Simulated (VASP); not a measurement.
Write the native input for VASP 6.6.1 that does the following.

| Property | Result |
| --- | --- |
| Task | relaxation of cell and atoms |
| Functional | PBE |
| Potentials or basis | VASP PAW PBE potentials, release 64 (Cd, F) |
| Cutoff | 600 eV |
| k mesh | 10 × 10 × 10 |
| Occupations | gaussian, width 0.03 eV |
| Spin | no spin polarisation |
| Further INCAR settings | ALGO = Normal; EDIFF = 1e-07; IBRION = 2; EDIFFG = -0.005; NSW = 90; ISIF = 3 |

The structure of CdF2 lies in POSCAR:

```
CdF2                                    
1.0
    0.0000000000      2.7447277402      2.7447277402
    2.7447277402      0.0000000000      2.7447277402
    2.7447277402      2.7447277402     -0.0000000000
  Cd              F             
     1     2
Direct
     0.0000000000000000    0.0000000000000000    0.0000000000000000
     0.2500000000000000    0.2500000000000000    0.2500000000000000
     0.7500000000000000    0.7500000000000000    0.7500000000000000
```

The input as run:

INCAR

```
PREC = Accurate ; ENCUT = 600
EDIFF = 1E-7 ; ISMEAR = 0
SIGMA = 0.03 ; LREAL = False
LASPH = True ; NELM = 80
ALGO = Normal ; ISIF = 3
LWAVE = False ; LCHARG = False
GGA = PE ; IBRION = 2
NSW = 90 ; EDIFFG = -0.005
KPAR = 2
```

KPOINTS

```
Automatic mesh
0
Gamma
  10 10 10
```

Potentials or basis: VASP PAW PBE potentials, release 64 (Cd, F).

Command:

```sh
$ cat potpaw_PBE.64/Cd/POTCAR potpaw_PBE.64/F/POTCAR > POTCAR
$ mpirun -np 2 vasp_std > vasp.out
```

Results of the run:

```json
{
  "Relaxed volume": "13.77 Å³/atom",
  "Relaxed cell": "a = 3.881 Å, b = 3.881 Å, c = 3.881 Å, α = 60.00°, β = 60.00°, γ = 60.00°",
  "Space group after relaxing (to 0.05 Å)": "Fm-3m (No. 225)",
  "Energy gained by relaxing": "0.0 meV/atom",
  "Ionic steps": "2",
  "Pressure after relaxing": "0.0 GPa",
  "Band gap on the k mesh": "2.88 eV, indirect (least direct gap 3.44 eV)"
}
```

It took 19 s on 2 MPI ranks on Intel(R) Xeon(R) Platinum 8559C (Emerald Rapids), with other jobs on the host, peak memory 0.19 GiB a rank.
